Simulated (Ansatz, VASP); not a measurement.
This is a calculation of CuI (Marshite) for Ansatz 0.2.0. 

input.yaml

```yaml
crystal:
  lattice:
    - [0.0, 3.0315, 3.0315]
    - [3.0315, 0.0, 3.0315]
    - [3.0315, 3.0315, 0.0]
  atoms:
    - { symbol: I, position: [0.0, 0.0, 0.0] }
    - { symbol: Cu, position: [0.75, 0.75, 0.75] }
hamiltonian:
  xc: pbesol
  pseudopotentials: { kind: paw }
kpoints:
  mp_grid: { grid: [8, 8, 8] }
scf:
  occupations: { method: fermi_dirac, width: 0.05 }
output:
  forces: true
  stress: true
  eigenvalues: true
```

Potentials or basis: Ansatz PAW.

Launch:

```console
$ ansatz run input.yaml --threads 1 --pin off --max-ram 3584MiB --backend cpu --events-out ev --progress --plain --runs-dir out
```

Problem. What does the same run look like in VASP 6.6.1? Potentials or basis there: PBE PAW files Cu, I, 520 eV.

Solution. As run (cutoffs and basis follow the program's own potentials, and thresholds, step limits or extra output files can differ):

Contents of INCAR:

```
SYSTEM = CuI
ALGO = Normal
EDIFF = 1E-7
ENCUT = 520
GGA = PS
ISIF = 2
ISMEAR = -1
LASPH = .True.
LCHARG = .False.
LREAL = .False.
LWAVE = .False.
NBANDS = 16
NELM = 60
PREC = Accurate
SIGMA = 0.05
```

The input KPOINTS:

```
k-points
0
Gamma
  8 8 8
  0 0 0
```

File POSCAR:

```
CuI
1.0
    0.0000000000      3.0315000000      3.0315000000
    3.0315000000      0.0000000000      3.0315000000
    3.0315000000      3.0315000000      0.0000000000
I Cu
1 1
Direct
    0.0000000000      0.0000000000      0.0000000000
    0.7500000000      0.7500000000      0.7500000000
```

Potentials or basis: VASP PAW PBE potentials, release 64 (I, Cu).

Launch:

```console
$ cat potpaw_PBE.64/I/POTCAR potpaw_PBE.64/Cu/POTCAR > POTCAR
$ mpirun -np 1 vasp_std > vasp.out
```

Both were run:

|  | Ansatz | VASP |
| --- | --- | --- |
| Pressure | -2.6 GPa | -2.5 GPa |

Ansatz's pressure holds a Pulay term of +0.05 GPa for its cutoff of 420 eV, which the other run lacks.

The potentials hold 36 and 18 valence electrons a cell.

Ansatz's potentials were made for PBE. VASP's potentials were made for PBE.

Where Ansatz's input types no cutoff or centring, it takes its own default and a Γ-centred mesh.

Pressure is positive in compression.
